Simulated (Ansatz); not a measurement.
**GaP: a tetragonal deformation path**

The task here is to estimate one member of a computed series from the others.

Computed with Ansatz 0.2.0 (DFT PBE, scalar-relativistic, plane waves, PAW, unless a step's input says otherwise).

## The starting structure

The structure is cubic, space group F-43m (No. 216). Conventional cell: a = 5.451 Å, b = 5.451 Å, c = 5.451 Å, α = 90.00°, β = 90.00°, γ = 90.00°. Ga (site symmetry -43m) has 4 P at 2.36 Å in its first shell of neighbours. P (site symmetry -43m) is surrounded by 4 Ga at 2.36 Å.

Structure file:

```xyz
2
Lattice="0.0000 2.7252 2.7252 2.7252 0.0000 2.7252 2.7252 2.7252 0.0000" Properties=species:S:1:pos:R:3 pbc="T T T"
Ga    0.0000    0.0000    0.0000
P     4.0879    4.0879    4.0879
```

The cell is taken as given, not relaxed at this level.

## Zero of energy

The reference gives a free energy of -4539.5499 eV, pressure 2.51 GPa, largest force 0.000 eV/Å and gap on the mesh 1.61 eV. It was computed beforehand with the settings of the runs below.

The first run:

At fixed volume and fractional coordinates, lengths along (0.000, 0.000, 1.000) are scaled against those across it; ρ is that ratio over its starting value.

Contents of input.yaml:

```yaml
crystal:
  lattice:
    - [0.0, 3.0591436934, 2.1628145913]
    - [3.0591436934, 0.0, 2.1628145913]
    - [3.0591436934, 3.0591436934, 0.0]
  atoms:
    - { symbol: Ga, position: [0.0, 0.0, 0.0] }
    - { symbol: P, position: [0.75, 0.75, 0.75] }
basis:
  ecutwfc: 420
kpoints:
  mp_grid: { grid: [10, 10, 10] }
hamiltonian:
  xc: pbe
scf:
  occupations: { method: gaussian, width: 0.05 }
output:
  forces: true
  stress: true
  eigenvalues: true
```

On the command line:

```console
ansatz run input.yaml --threads 1 --pin off --max-ram 2560MiB --backend cpu --events-out ev --progress --plain --runs-dir out
```

Among the steps run: ρ = 0.707; ρ = 1.414; Point ρ = 0.850; ρ = 1.200; ρ = 0.780; ρ = 1.300; Point ρ = 0.920; ρ = 1.100; ρ = 0.650; ρ = 1.500; ρ = 0.960; Point ρ = 1.050.

One of the session's tables, all rows but one given; the rest of the session is left out.

| ρ | ΔE (meV/atom) | pressure (GPa) | gap on the mesh (eV) |
| --- | --- | --- | --- |
| 0.650 | 309.1 | -2.4 | 0.00 |
| 0.707 | 228.4 | -0.8 | 0.00 |
| 0.780 | 136.2 | 0.9 | 0.00 |
| 0.850 | ? | ? | ? |
| 0.920 | 19.3 | 2.3 | 0.84 |
| 0.960 | 4.9 | 2.5 | 1.22 |
| 1.000 | 0.0 | 2.5 | 1.61 |
| 1.050 | 7.8 | 2.5 | 1.37 |
| 1.100 | 31.3 | 2.3 | 1.14 |
| 1.200 | 125.3 | 2.0 | 0.55 |
| 1.300 | 276.3 | 1.8 | 0.00 |
| 1.414 | 482.4 | 1.4 | 0.00 |
| 1.500 | 619.5 | 1.1 | 0.00 |

Estimate the missing values for ρ = 0.850.

Worked estimate for «ΔE (meV/atom)». A straight line through the neighbours (0.780, 136.2) and (0.920, 19.3) gives 136.2 + (19.3 − 136.2) × (0.850 − 0.780) / (0.920 − 0.780) = 77.8; a parabola fitted to 4 rows on both sides gives 67.3.

As computed: ΔE (meV/atom): 65.8; pressure (GPa): 1.9; gap on the mesh (eV): 0.18. In «ΔE (meV/atom)» the line misses by +12.0 and the parabola by +1.5.

Where the gap reads zero, the mesh chosen for the insulator is on the coarse side.
